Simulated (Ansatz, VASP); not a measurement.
# Sn: VASP beside Ansatz

Contents of INCAR:

```
ALGO     = Fast           # electronic algorithm
EDIFF    = 1E-6           # SCF threshold, eV
ENCUT    = 520            # plane-wave cutoff, eV
GGA      = PE             # functional
ISIF     = 2              # what is computed and relaxed
ISMEAR   = 0              # smearing method
LASPH    = True           # aspherical terms in the spheres
LCHARG   = True           # write CHGCAR
LELF     = True           # ELF
LREAL    = False          # projectors in reciprocal space
LVHAR    = True         
LWAVE    = False          # write WAVECAR
NBANDS   = 13             # bands
NELM     = 60             # most SCF steps
PREC     = Accurate       # precision mode
SIGMA    = 0.024          # smearing width, eV
```

KPOINTS

```
k-points
0
Gamma
  10 10 10
```

POSCAR

```
Sn
1.0
   -1.8946518192      1.8946518192      1.8946518192
    1.8946518192     -1.8946518192      1.8946518192
    1.8946518192      1.8946518192     -1.8946518192
Sn
1
Direct
    0.0000000000      0.0000000000      0.0000000000
```

The input input.yaml:

```yaml
crystal:
  lattice:
    - [-1.8946518192, 1.8946518192, 1.8946518192]
    - [1.8946518192, -1.8946518192, 1.8946518192]
    - [1.8946518192, 1.8946518192, -1.8946518192]
  atoms:
    - { symbol: Sn, position: [0.0, 0.0, 0.0] }
hamiltonian:
  xc: pbe
  pseudopotentials: { kind: paw }
kpoints:
  mp_grid: { grid: [10, 10, 10] }
scf:
  occupations: { method: gaussian, width: 0.024 }
output:
  forces: true
  stress: true
  eigenvalues: true
  write_density: true
  write_potential: true
  elf: true
  volumetric_format: npy
```

This isn't the form of Sn at room conditions, which is tetragonal (white tin).

Alike in both runs: task single point; functional PBE; k mesh 10 × 10 × 10; occupations gaussian, width 0.024 eV; no spin polarisation.

```csv
,VASP,Ansatz
version,VASP 6.6.1,Ansatz 0.2.0
potentials or method,"VASP PAW PBE potentials, release 64 (Sn_d)",Ansatz PAW
plane-wave cutoff (eV),520,420
valence electrons in the cell,14,14
```

```csv
,VASP,Ansatz,Ansatz less VASP
gap on the k mesh at the Fermi level (eV),none,none,-
pressure (GPa),0.7,0.6,-0.03
```

A gap of «none» marks a metal or a gap that the smearing closes. The functional is the same, so the differences come from potentials, cutoffs and numerics.
